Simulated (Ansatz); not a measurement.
# CdSe: the cost of one run

Program: Ansatz 0.2.0. Level of theory: DFT PBE, scalar-relativistic, plane waves, PAW. These are calculated values, not measurements.

## (1) The starting structure

Symmetry: F-43m, No. 216, cubic system. Conventional cell: a = 6.141 Å, b = 6.141 Å, c = 6.141 Å, α = 90.00°, β = 90.00°, γ = 90.00°. Around Cd (site symmetry -43m) lie 4 Se at 2.66 Å. Se (site symmetry -43m) is surrounded by 4 Cd at 2.66 Å.

Coordinates:

```
Cd Se
1.0
     0.00000    3.07027    3.07027
     3.07027    0.00000    3.07027
     3.07027    3.07027    0.00000
Cd Se
1 1
Direct
  0.00000 0.00000 0.00000
  0.75000 0.75000 0.75000
```

It goes back to an entry of the Materials Project, which need not be the stable form.

The cell is taken as given, not relaxed at this level.

## (2) Zero of energy

The reference gives a free energy of -13724.7906 eV, pressure 1.29 GPa, largest force 0.000 eV/Å and gap on the mesh 0.55 eV. It was computed beforehand with the settings of the runs below.

## (3) Setting up an energy map of one atom

Atom 2 (Se) is moved by p along (1.000, 0.000, 0.000) and q along (0.000, 1.000, 0.000) (Å), all else fixed; its images in the other cells move with it. Points alike by symmetry are run once.

## (4) At p = -0.450, q = -0.450

input.yaml reads:

```yaml
crystal:
  lattice:
    - [0.0, 3.0702711986, 3.0702711986]
    - [3.0702711986, 0.0, 3.0702711986]
    - [3.0702711986, 3.0702711986, 0.0]
  atoms:
    - { symbol: Cd, position: [0.0, 0.0, 0.0] }
    - { symbol: Se, position: [0.75, 0.75, 0.6034331429] }
basis:
  ecutwfc: 420
kpoints:
  mp_grid: { grid: [10, 10, 10] }
hamiltonian:
  xc: pbe
scf:
  occupations: { method: gaussian, width: 0.05 }
output:
  forces: true
  stress: true
  eigenvalues: true
```

Started as:

```console
> ansatz run input.yaml --threads 1 --pin off --max-ram 1228MiB --backend cpu --events-out ev --progress --plain --runs-dir out
```

What time and memory should one allow on 1 thread of an x86-64 CPU, shared host?

About 9 s, with a peak of 0.66 GiB.
